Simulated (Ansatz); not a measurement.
Runs of Ansatz 0.2.0 on SnO. It takes space group P4/nmm (No. 129, tetragonal). The conventional cell has a = 3.814 Å, b = 3.814 Å, c = 4.887 Å, α = 90.00°, β = 90.00°, γ = 90.00°. Around Sn (site symmetry 4mm) lie 4 O at 2.23 Å. O (site symmetry -4m2) is surrounded by 4 Sn at 2.23 Å. The cell is a database's computed one.

| task | level | potentials or basis | spin | cell | cutoff (eV) | points for each segment of the path | gap on the mesh (eV) | pressure (GPa) | V0 of scaled cells (Å³/atom) | B0 (GPa) | largest force (eV/Å) |
| --- | --- | --- | --- | --- | --- | --- | --- | --- | --- | --- | --- |
| equation of state | revPBE+D3(BJ) | Ansatz PAW | off | as given | 420 | - | - | - | 18.08 | 87 | - |
| equation of state | PBE | Ansatz PAW polarizable | off | as given | 420 | - | - | - | (a) | 84 | - |
| relaxation of cell and atoms | PBE+D3(BJ) | Ansatz PAW | off | relaxed | 420 | - | - | 0.0 | - | - | - |
| equation of state | PBEsol | PseudoDojo PBEsol | off | as given | 1143 | - | - | - | 17.67 | 95 | - |
| equation of state | r2SCAN+D4 | Ansatz PAW | off | as given | 500 | - | - | - | 17.54 | 100 | - |
| band structure | BPBE | Ansatz PAW | off | as given | 420 | 14 | (b) | 3.3 | - | - | 0.34 |
| band structure | PBEsol | Ansatz PAW | SOC, no magnetisation | as given | 420 | 14 | 0.34 | -0.6 | - | - | 0.08 |

Alike in all rows: k mesh 7 × 7 × 6; smearing fermi-dirac 0.05 eV.

**Question.** Estimate the missing entries.

**Answer.** (a) 18.48; (b) 0.39.

Caveats: the cell was scaled at fixed shape and fractional positions, which overstates the stiffness of a crystal with free parameters, most of all of layers and chains (some runs); the k mesh misses the band edges, so the gap on the mesh is wider than the one along the path (some runs); the PAW data sets come from PBE, with cores solved anew for the run's functional, which leaves a small shift of forces and pressure (some runs); the potentials were made for another functional, which shifts forces and pressure (some runs); the plane-wave basis is chosen anew once the cell has moved, so the energies of steps on either side of that aren't comparable (some runs); the PAW data sets were made with another functional, which shifts forces and pressure a little (some runs); spin-orbit coupling is left out, which moves the levels of the heavy elements (some runs).

A k mesh can miss the band edges, and rows without SOC leave out spin-orbit coupling on Sn.
